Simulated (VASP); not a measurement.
# Settings for Ho: self-consistent run

Ho, P6_3/mmc (no. 194), 2 atoms in the cell. PBE; PAW potentials Ho (PBE set). VASP 6.6.1.

Wanted: energy within 0.2 meV/atom; Fermi level within 0.005 eV.

What the run is for: comparing ways to start; Accuracy asked: tight.

POSCAR:
```
Ho
1.0
    3.5773000000      0.0000000000      0.0000000000
   -1.7886500000      3.0980326770      0.0000000000
    0.0000000000      0.0000000000      5.6158000000
Ho
2
Direct
    0.6666666667      0.3333333333      0.7500000000
    0.3333333333      0.6666666667      0.2500000000
```

## How the run starts (with a second run first, the time holds both)

| How the run starts (with a second run first, the time holds both) | Energy less reference (meV/atom) | Fermi level (eV) | Time (s) |
|---|---|---|---|
| from scratch: 36 SCF iterations | 0.00 | 2.5862 | 271 |
| density of a coarse mesh (ICHARG 1): 39 + 21 SCF iterations | -0.01 | 2.5859 | 217 |
| orbitals of a lower cutoff (ISTART 1): 45 + 9 SCF iterations | 0.00 | 2.5860 | 269 |
| orbitals of a loose run: 25 + 35 SCF iterations | -0.01 | 2.5827 | 355 |

## Question

For each series: keep the first row unless others stay within half of the tolerance and take at least 30 % less time, and then take the fastest.

## Answer

- How the run starts (with a second run first, the time holds both): from scratch: 36 SCF iterations

The chosen settings are those of the reference run.

## The input

INCAR:
```
SYSTEM = Ho
GGA = PE
ISPIN = 2
MAGMOM = 4 4
LORBIT = 11
ISMEAR = 1
SIGMA = 0.1
LWAVE = .False.
LCHARG = .False.
ISIF = 2
PREC = Accurate
LASPH = .True.
LREAL = .False.
ALGO = Normal
EDIFF = 1E-6
NELM = 200
GGA_COMPAT = .False.
ENCUT = 450
LMAXMIX = 6
KPAR = 2
```

KPOINTS:
```
k-points
0
Gamma
  11 11 6
```

Commands:
```
cat potpaw_PBE.64/Ho/POTCAR > POTCAR
mpirun -np 2 vasp_std > vasp.out
```

Limits: The moments start parallel; another order may lie lower.

The chosen input took VASP 6.6.1 271 s on 2 cores (Intel Xeon Platinum 8259CL @ 2.50GHz (Skylake/Cascade Lake)), a shared host.

## An input that fails: restart asked without its files

VASP's message: ERROR: charge density could not be read from file CHGCAR for ICHARG>10.

Changes against the starting input:
```
- NELM = 200
+ NELM = 60
+ ICHARG = 11
```
